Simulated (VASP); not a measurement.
# Se (R-3m) in VASP: notebook

One crystal, Se, is run at these levels: PBE; tasks: relaxation of cell and atoms.

Program: VASP 6.6.1. These are calculated values, not measurements. Logs are shortened: lines on timing, memory, paths and dates and some standing lists are left out, and cuts for length are marked.

## (1) The structure

Symmetry: R-3m, No. 166, trigonal system. Conventional cell: a = 3.850 Å, b = 3.850 Å, c = 2.645 Å, α = 90.00°, β = 90.00°, γ = 120.00°. Se (site symmetry -3m) has 8 Se at 2.39 to 2.65 Å as nearest neighbours.

This isn't the form of Se at room conditions, which is trigonal, of chains.

## (2) Relaxation of cell and atoms, PBE, target pressure 94 GPa, at which the enthalpy is minimised

INCAR

```
ALGO = Fast
EDIFF = 1E-7
EDIFFG = -0.002
ENCUT = 520
GGA = PE
IBRION = 2
ISIF = 3
ISMEAR = 0
LASPH = T
LCHARG = F
LREAL = F
LWAVE = F
NELM = 80
NSW = 80
PREC = Accurate
PSTRESS = 940.0
SIGMA = 0.02
```

KPOINTS

```
k-points
0
Gamma
  6 6 6
```

POSCAR

```
Se
1.0
    1.9250000000      1.1113992700      0.8816666700
   -1.9250000000      1.1113992700      0.8816666700
    0.0000000000     -2.2227985400      0.8816666700
Se
1
Direct
    0.0000000000      0.0000000000      0.0000000000
```

Potentials or basis: VASP PAW PBE potentials, release 64 (Se).

On the command line:

```bash
> cat potpaw_PBE.64/Se/POTCAR > POTCAR
> mpirun -np 1 vasp_std > vasp.out
```

OUTCAR:

```text
EDIFF = 1E-7
   EDIFFG = -0.002
   ENCUT = 520
   GGA = PE
   IBRION = 2
   ISIF = 3
   ISMEAR = 0
   LASPH = T
   LREAL = F
   NELM = 80
   NSW = 80
   PREC = Accurate
   PSTRESS = 940.0

 ion  position               nearest neighbor table
   1  0.000  0.000  0.000-

  LATTYP: Found a trigonal (rhomboedric) cell.
 ALAT       =     2.3912694232
 COS(alpha) =    -0.2960878580

  Lattice vectors:

 A1 = (   1.9250000000,   1.1113992700,   0.8816666700)
 A2 = (  -1.9250000000,   1.1113992700,   0.8816666700)
 A3 = (   0.0000000000,  -2.2227985400,   0.8816666700)

Analysis of symmetry for initial positions (statically):
=====================================================================
 Subroutine PRICEL returns:
 Original cell was already a primitive cell.

 Routine SETGRP: Setting up the symmetry group for a
 trigonal (rhombohedral) supercell.

 Subroutine GETGRP returns: Found 12 space group operations
 (whereof 12 operations were pure point group operations)
 out of a pool of 12 trial point group operations.

The static configuration has the point symmetry D_3d.

Analysis of symmetry for dynamics (positions and initial velocities):
=====================================================================
 Subroutine PRICEL returns:
 Original cell was already a primitive cell.

 Routine SETGRP: Setting up the symmetry group for a
 trigonal (rhombohedral) supercell.

 Subroutine GETGRP returns: Found 12 space group operations
 (whereof 12 operations were pure point group operations)
 out of a pool of 12 trial point group operations.

The dynamic configuration has the point symmetry D_3d.

 Subroutine INISYM returns: Found 12 space group operations
 (whereof 12 operations are pure point group operations),
 and found     1 'primitive' translations

----------------------------------------------------------------------------------------

                                     Primitive cell

  volume of cell :      11.3177

  direct lattice vectors                    reciprocal lattice vectors
     1.925000000  1.111399270  0.881666670     0.259740260  0.149961109  0.378071832
    -1.925000000  1.111399270  0.881666670    -0.259740260  0.149961109  0.378071832
     0.000000000 -2.222798540  0.881666670     0.000000000 -0.299922217  0.378071832

  length of vectors
     2.391269423  2.391269423  2.391269426     0.482588486  0.482588486  0.482588486

  position of ions in fractional coordinates (direct lattice)
     0.000000000  0.000000000  0.000000000

  ion indices of the primitive-cell ions
   primitive index   ion index
                 1           1

----------------------------------------------------------------------------------------

 KPOINTS: k-points

Automatic generation of k-mesh.
 Grid dimensions read from file:
 generate k-points for:    6    6    6

 Generating k-lattice:

  Cartesian coordinates                     Fractional coordinates (reciprocal lattice)
     0.043290043  0.024993518  0.063011972     0.166666667  0.000000000  0.000000000
    -0.043290043  0.024993518  0.063011972     0.000000000  0.166666667  0.000000000
     0.000000000 -0.049987036  0.063011972     0.000000000  0.000000000  0.166666667

  Length of vectors
     0.080431414  0.080431414  0.080431414

  Shift w.r.t. Gamma in fractional coordinates (k-lattice)
     0.000000000  0.000000000  0.000000000

 Subroutine IBZKPT returns following result:
 ===========================================

 Found     32 irreducible k-points:

 Following reciprocal coordinates:
            Coordinates               Weight
  0.000000  0.000000  0.000000      1.000000
  0.166667  0.000000 -0.000000      6.000000
  0.333333  0.000000 -0.000000      6.000000
  0.500000 -0.000000 -0.000000      3.000000
  0.166667  0.166667 -0.000000      6.000000
  0.333333  0.166667 -0.000000     12.000000
[... 16 lines left out ...]
  0.500000  0.500000  0.166667      6.000000
 -0.333333  0.500000  0.166667     12.000000
 [... further k-points ...]
   k-points           NKPTS =     32   k-points in BZ     NKDIM =     32   number of bands    NBANDS=      7
   number of dos      NEDOS =    301   number of ions     NIONS =      1
   total plane-waves  NPLWV =   5832
   dimension x,y,z NGX =    18 NGY =   18 NGZ =   18
   dimension x,y,z NGXF=    36 NGYF=   36 NGZF=   36
   ions per type =               1
   NGX,Y,Z   is equivalent  to a cutoff of  12.51, 12.51, 12.51 a.u.
   NGXF,Y,Z  is equivalent  to a cutoff of  25.03, 25.03, 25.03 a.u.
 SYSTEM =  unknown system
   PREC   = accura    normal or accurate (medium, high low for compatibility)
   ISTART =      0    job   : 0-new  1-cont  2-samecut
   ICHARG =      2    charge: 1-file 2-atom 10-const
   ISPIN  =      1    spin polarized calculation?
   LNONCOLLINEAR =      F non collinear calculations
   LSORBIT =      F    spin-orbit coupling
   LASPH  =      T    aspherical Exc in radial PAW
   ENCUT  =  520.0 eV  38.22 Ry    6.18 a.u.   4.45  4.45  4.45*2*pi/ulx,y,z
   NELM   =     80;   NELMIN=  2; NELMDL= -5     # of ELM steps
   EDIFF  = 0.1E-06   stopping-criterion for ELM
   LREAL  =      F    real-space projection
   EDIFFG = -.2E-02   stopping-criterion for IOM
   NSW    =     80    number of steps for IOM
   IBRION =      2    ionic relax: 0-MD 1-quasi-New 2-CG
   NFREE  =      1    steps in history (QN), initial steepest desc. (CG)
   ISIF   =      3    stress and relaxation
   ISYM   =      2    0-nonsym 1-usesym 2-fastsym
   POTIM  = 0.5000    time-step for ionic-motion
   TEBEG  =    0.0;   TEEND  =   0.0 temperature during run
   PSTRESS=  940.0 pullay stress
   NELECT =       6.0000    total number of electrons
   NUPDOWN=      -1.0000    fix difference up-down
   EMIN   =  10.00;   EMAX   =-10.00  energy-range for DOS
   EFERMI =   0.00;   METHOD = LEGACY
   ISMEAR =     0;   SIGMA  =   0.02  broadening in eV -4-tet -1-fermi 0-gaus
   EFERMI_NEDOS =   21; number of points for ismear=-14 and -15
   IALGO  =     68    algorithm
   IMIX   =      4    mixing-type and parameters
     AMIX     =   0.40;   BMIX     =  1.00
     AMIX_MAG =   1.60;   BMIX_MAG =  1.00
  volume/ion in A,a.u.               =      11.32        76.38
  Fermi-wavevector in a.u.,A,eV,Ry     =   1.324971  2.503832 23.885687  1.755548
  Thomas-Fermi vector in A             =   2.454466
   LORBIT       =      0    0 simple, 1 ext, 2 COOP (PROOUT), +10 PAW based schemes
   GGA     = PE    functional components
   LHFCALC =     F    Hartree Fock is set to
   AEXX    =    0.0000 exact exchange contribution
   IVDW    =     0    specifies the selected vdW correction
   LEPSILON=     F    determine dielectric tensor
   LRPA    =     F    only Hartree local field effects (RPA)
 conjugate gradient relaxation of ions
 non-spin polarized calculation
 RMM-DIIS sequential band-by-band and
 Gauss-broadening in eV      SIGMA  =   0.02
  energy-cutoff  :      520.00
  volume of cell :       11.32
 maximum number of plane-waves:       314
 NGX is ok and might be reduce to    18
   NGX =  9   NGY =  9   NGZ =  9

--------------------------------------- Ionic step        1  -------------------------------------------

 number of electron       6.0000000 magnetization

 Free energy of the ion-electron system (eV)
  ---------------------------------------------------
  ext. energy  EPLUGINS =         0.00000000
  ---------------------------------------------------
  free energy    TOTEN  =        -0.34571082 eV

  energy without entropy =       -0.34571063  energy(sigma->0) =       -0.34571072

------------------------ aborting loop because EDIFF is reached ----------------------------------------

  FORCE on cell =-STRESS in cart. coord.  units (eV):
  Direction    XX          YY          ZZ          XY          YZ          ZX
  --------------------------------------------------------------------------------------
  -------------------------------------------------------------------------------------
  Total       11.0159439     11.0159439     10.9297410      0.0000000      0.0000000     -0.0000000
  in kB     1559.4655391   1559.4655442   1547.2622780      0.0000000      0.0000000     -0.0000000
  external PRESSURE =     615.3977871 kB  Pullay stress =     940.0000000 kB
[... 22 lines left out ...]
  enthalpy is  TOTEN    =         6.2943764269 eV   P V=        6.6400872489

--------------------------------------- Ionic step        2  -------------------------------------------

 number of electron       6.0000002 magnetization

 E-fermi :   5.9359     XC(G=0): -10.6491

 val. band max:        5.6684750357   @ k =   0.5000   0.3333   0.3333
 cond. band min:       5.9359476187   @ k =  -0.3333   0.1667  -0.0000
 fundamental gap:      0.2674725830
 Fermi energy:         5.9359476187

 k-point     1 :       0.0000    0.0000    0.0000
  band No.  band energies     occupation
      1     -10.6109      2.00000
      2       7.9024      0.00000
      3       9.0239      0.00000
      4       9.0239      0.00000
      5      16.3883      0.00000
      6      17.1080      0.00000
      7      17.1080      0.00000
[... 295 lines left out ...]
  FREE ENERGIE OF THE ION-ELECTRON SYSTEM (eV)
  ---------------------------------------------------
  free  energy   TOTEN  =        -1.6697527827 eV

  energy  without entropy=       -1.6688358586  energy(sigma->0) =       -1.66929432

  enthalpy is  TOTEN    =         6.0527607269 eV   P V=        7.7225135096

[... ionic steps 4 to 12 ...]

--------------------------------------- Ionic step       13  -------------------------------------------

 number of electron       6.0000001 magnetization

------------------------ aborting loop because EDIFF is reached ----------------------------------------

  FORCE on cell =-STRESS in cart. coord.  units (eV):
  Direction    XX          YY          ZZ          XY          YZ          ZX
  --------------------------------------------------------------------------------------
  -------------------------------------------------------------------------------------
  Total        7.6012129      7.6012130      7.5980796      0.0000000      0.0000000      0.0000000
  in kB      940.3303989    940.3304065    939.9427889      0.0000000      0.0000000      0.0000000
  external PRESSURE =       0.2011981 kB  Pullay stress =     940.0000000 kB
[... 59 lines left out ...]
  enthalpy is  TOTEN    =         5.9852044653 eV   P V=        7.5998936715

--------------------------------------- Ionic step       15  -------------------------------------------

 number of electron       6.0000001 magnetization

 Free energy of the ion-electron system (eV)
  ---------------------------------------------------
  ext. energy  EPLUGINS =         0.00000000
  ---------------------------------------------------
  free energy    TOTEN  =        -1.61387372 eV

  energy without entropy =       -1.61324684  energy(sigma->0) =       -1.61356028

 E-fermi :  12.2385     XC(G=0): -12.7381

 val. band max:       12.2384885939   @ k =   0.5000   0.3333   0.1667
 cond. band min:      12.6357205299   @ k =  -0.1667   0.1667   0.1667
 fundamental gap:      0.3972319360
 Fermi energy:        12.2384885939

 k-point     1 :       0.0000    0.0000    0.0000
  band No.  band energies     occupation
      1      -9.2977      2.00000
      2      16.0136      0.00000
      3      18.4754      0.00000
      4      18.4754      0.00000
      5      23.1671      0.00000
      6      23.1671      0.00000
      7      26.2598      0.00000
[... 258 lines left out ...]
  FREE ENERGIE OF THE ION-ELECTRON SYSTEM (eV)
  ---------------------------------------------------
  free  energy   TOTEN  =        -1.6138737178 eV

  energy  without entropy=       -1.6132468405  energy(sigma->0) =       -1.61356028

  enthalpy is  TOTEN    =         5.9852041455 eV   P V=        7.5990778633

 reached required accuracy - stopping structural energy minimisation
```

It took 19 s on 1 thread of Intel Xeon Platinum 8488C (Sapphire Rapids), shared host; peak memory 0.11 GiB.

What came out:

* Free energy: -1.6139 eV
* Relaxed volume: 12.95 Å³/atom
* Relaxed cell: a = 2.463 Å, b = 2.463 Å, c = 2.463 Å, α = 105.39°, β = 105.39°, γ = 105.39°
* Space group after relaxing (to 0.05 Å): R-3m (No. 166)
* Energy change on relaxing (the enthalpy is what falls): -1268.2 meV/atom
* Ionic steps: 15
* Pressure after relaxing: 94.0 GPa
* Band gap on the k mesh: none (metal or under the smearing width)

Step by step:
```csv
step,energy change (eV),largest force (eV/Å),pressure (GPa),volume (Å³)
1,0.0000,0.0000,155.54,11.32
2,-2.5889,0.0000,1.02,20.04
3,-1.3240,0.0000,82.57,13.16
4,-1.1368,0.0000,92.89,12.82
5,-1.1150,0.0000,94.08,12.78
6,-1.2751,0.0000,91.41,12.97
7,-1.2843,0.0000,92.39,12.99
8,-1.3020,0.0000,91.86,13.01
9,-1.3290,0.0000,91.02,13.06
10,-1.3115,0.0000,91.57,13.03
11,-1.1152,0.0000,102.59,12.70
12,-1.2685,0.0000,93.99,12.95
13,-1.2676,0.0000,94.02,12.95
14,-1.2690,0.0000,93.96,12.95
15,-1.2682,0.0000,93.99,12.95
```

Final structure:
```
CELL_PARAMETERS angstrom
1.95906 1.13106 0.97422
-1.95906 1.13106 0.97422
0.00000 -2.26212 0.97422
ATOMIC_POSITIONS crystal
Se 0.00000 0.00000 0.00000
```

Caveat: the k mesh is coarse (spacing up to 0.51 Å⁻¹), so the values aren't converged; the cell is relaxed towards a set pressure, so the enthalpy falls and the energy may rise.

## (3) Relaxation of cell and atoms, PBE, target pressure 94 GPa, at which the enthalpy is minimised

This run uses another cell than the first one, of 12.95 Å³/atom, 1.144 times its volume.

INCAR is that of step 2.

KPOINTS is that of step 2.

POSCAR

```
Se                                      
1.0
    1.9590561512      1.1310616018      0.9742249102
   -1.9590561512      1.1310616018      0.9742249102
   -0.0000000000     -2.2621232036      0.9742249102
  Se            
     1
Direct
     0.0000000000000000    0.0000000000000000    0.0000000000000000
```

Potentials or basis: VASP PAW PBE potentials, release 64 (Se).

On the command line:

```bash
> cat potpaw_PBE.64/Se/POTCAR > POTCAR
> mpirun -np 1 vasp_std > vasp.out
```

It took 4.4 s on 1 thread of Intel Xeon Platinum 8488C (Sapphire Rapids), shared host; peak memory 0.12 GiB.

Results (log left out):

| Item | Value |
| --- | --- |
| Free energy | -1.6146 eV |
| Energy change on relaxing (the enthalpy is what falls) | -0.4 meV/atom |
| Ionic steps | 3 |
| Pressure after relaxing | 94.0 GPa |
| Band gap on the k mesh | none (metal or under the smearing width) |

Step by step:
```csv
step,energy change (eV),largest force (eV/Å),pressure (GPa),volume (Å³)
1,0.0000,0.0000,94.02,12.95
2,-0.0016,0.0000,93.93,12.95
3,-0.0004,0.0000,94.00,12.95
```

Final structure:
```xyz
1
Lattice="1.9591 1.1311 0.9743 -1.9591 1.1311 0.9743 0.0000 -2.2621 0.9743" Properties=species:S:1:pos:R:3 pbc="T T T"
Se    0.0000    0.0000    0.0000
```

Levels at points of the mesh, in eV from the Fermi level:
```csv
k point,band 1,band 2,band 3,band 4,band 5,band 6,band 7
"(0.00, 0.00, 0.00)",-21.54,3.77,6.24,6.24,10.93,10.93,14.02
"(0.50, 0.00, 0.00)",-15.87,-11.59,2.28,4.61,8.27,9.64,23.37
"(0.50, 0.50, 0.00)",-13.18,-10.79,-2.71,3.61,5.21,10.75,19.30
"(0.50, 0.50, 0.50)",-8.27,-6.18,-6.18,-3.40,1.75,1.75,19.51
```

Caveat: the k mesh is coarse (spacing up to 0.47 Å⁻¹), so the values aren't converged; the cell is relaxed towards a set pressure, so the enthalpy falls and the energy may rise.
